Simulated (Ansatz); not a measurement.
# Os: pressure against volume

An exercise on one series of results from a longer session: the logs are not shown, and one member is left open.

This is Os in the fcc structure; at room conditions it is hcp.

Program: Ansatz 0.2.0. Level of theory: DFT PBE, scalar-relativistic. These are calculated values, not measurements.

**The system as given**

The structure is cubic, space group Fm-3m (No. 225). The conventional cell has a = 3.890 Å, b = 3.890 Å, c = 3.890 Å, α = 90.00°, β = 90.00°, γ = 90.00°. Os (site symmetry m-3m) has 12 Os at 2.75 Å as nearest neighbours.

As a file:

```cif
data_structure
_symmetry_space_group_name_H-M 'Fm-3m'
_symmetry_Int_Tables_number 225
_cell_length_a 3.8900
_cell_length_b 3.8900
_cell_length_c 3.8900
_cell_angle_alpha 90.000
_cell_angle_beta 90.000
_cell_angle_gamma 90.000
_cell_volume 58.86
loop_
_atom_site_label
_atom_site_type_symbol
_atom_site_symmetry_multiplicity
_atom_site_Wyckoff_symbol
_atom_site_fract_x
_atom_site_fract_y
_atom_site_fract_z
_atom_site_occupancy
Os1 Os 4 a 0.00000 0.00000 0.00000 1
```

The file gives the conventional cell by its symmetry; the runs use the cell typed in the input.

The geometry is a database entry used as it stands. It may stem from high pressure or temperature, or be incomplete, so it serves as a test cell.

Set-up of the first run:

The input, input.yaml:

```yaml
crystal:
  lattice:
    - [0.0, 1.9187129938, 1.9187129938]
    - [1.9187129938, 0.0, 1.9187129938]
    - [1.9187129938, 1.9187129938, 0.0]
  atoms:
    - { symbol: Os, position: [0.0, 0.0, 0.0] }
kpoints:
  mp_grid: { grid: [14, 14, 14] }
scf:
  occupations: { method: fermi_dirac, width: 0.05 }
hamiltonian:
  xc: pbe
  pseudopotentials: { kind: all_electron, lapw: { basis_error: 0.0005 } }
output:
  forces: true
  stress: true
  eigenvalues: true
```

Steps of the session up to this table: Volume × 0.96, LAPW; Volume × 0.96, PAW; Volume × 0.96, crystal datasets; Volume × 0.98, LAPW; Volume × 0.98, PAW; Volume × 1.02, LAPW; Volume × 1.02, PAW; Volume × 1.04, LAPW; Volume × 1.04, PAW; Volume × 1.04, crystal datasets.

One table of the session follows, with a row left open; its other results are not shown here.

It belongs to the step «Fits». 

| method | volume (Å³/atom) | pressure (GPa) |
| --- | --- | --- |
| LAPW | 14.127 | 6.13 |
| LAPW | 14.422 | -2.10 |
| LAPW | 14.716 | -9.40 |
| LAPW | 15.010 | -15.88 |
| LAPW | 15.305 | -21.61 |
| PAW | 14.127 | 6.14 |
| PAW | 14.422 | -2.10 |
| PAW | 14.716 | -9.42 |
| PAW | 15.010 | ? |
| PAW | 15.305 | -21.65 |
| crystal datasets | 14.127 | 6.13 |
| crystal datasets | 14.716 | -9.40 |
| crystal datasets | 15.305 | -21.61 |

Q: Estimate the row for PAW, 15.010 from the others.

The run gave: pressure (GPa): -15.90. In the column «pressure (GPa)» it lies between crystal datasets, 15.305 (-21.61) and LAPW, 15.010 (-15.88).

To keep in mind: Warnings in the runs' records: gradients without spin orbit, crystal datasets made.
